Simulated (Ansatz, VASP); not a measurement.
**Two plane-wave programs on KBr**

The input INCAR:

```
SYSTEM = KBr
ALGO = Normal
EDIFF = 1E-7
ENCUT = 520
GGA = PE
ISIF = 2
ISMEAR = 0
LASPH = .TRUE.
LCHARG = .TRUE.
LELF = .TRUE.
LREAL = .FALSE.
LVHAR = .TRUE.
LWAVE = .FALSE.
NBANDS = 15
NELM = 100
PREC = Accurate
SIGMA = 0.01
```

Contents of KPOINTS:

```
k-points
0
G
  3 3 3
  0 0 0
```

POSCAR

```
KBr
1.0
    0.0000000000      3.3000000000      3.3000000000
    3.3000000000      0.0000000000      3.3000000000
    3.3000000000      3.3000000000      0.0000000000
K Br
1 1
Direct
    0.0000000000      0.0000000000      0.0000000000
    0.5000000000      0.5000000000      0.5000000000
```

Input for Ansatz:

```yaml
crystal:
  lattice:
    - [0.0, 3.3, 3.3]
    - [3.3, 0.0, 3.3]
    - [3.3, 3.3, 0.0]
  atoms:
    - { symbol: K, position: [0.0, 0.0, 0.0] }
    - { symbol: Br, position: [0.5, 0.5, 0.5] }
basis:
  ecutwfc: 517.016338673772
kpoints:
  mp_grid:
    grid: [3, 3, 3]
    shift: [0.0, 0.0, 0.0]
hamiltonian:
  xc: pbe
scf:
  occupations:
    method: fixed
output:
  eigenvalues: true
```

Alike in both runs: task single point; functional PBE; k mesh 3 × 3 × 3; no spin polarisation.

|  | VASP | Ansatz |
| --- | --- | --- |
| version | VASP 6.6.1 | Ansatz 0.2.0 |
| potentials or method | VASP PAW PBE potentials, release 64 (K_sv, Br) | plane waves, PAW |
| plane-wave cutoff (eV) | 520 | 517 |
| occupations | gaussian, width 0.01 eV | fixed |
| valence electrons in the cell | 16 | 16 |

```tsv
	VASP	Ansatz	Ansatz less VASP
gap on the k mesh at the Fermi level (eV)	4.43	4.43	+0.001
```

Caveats: the k mesh is coarse (spacing up to 0.55 Å⁻¹), so the values aren't converged. Expect the measured gap to be larger: semilocal functionals such as PBE lack the derivative discontinuity.
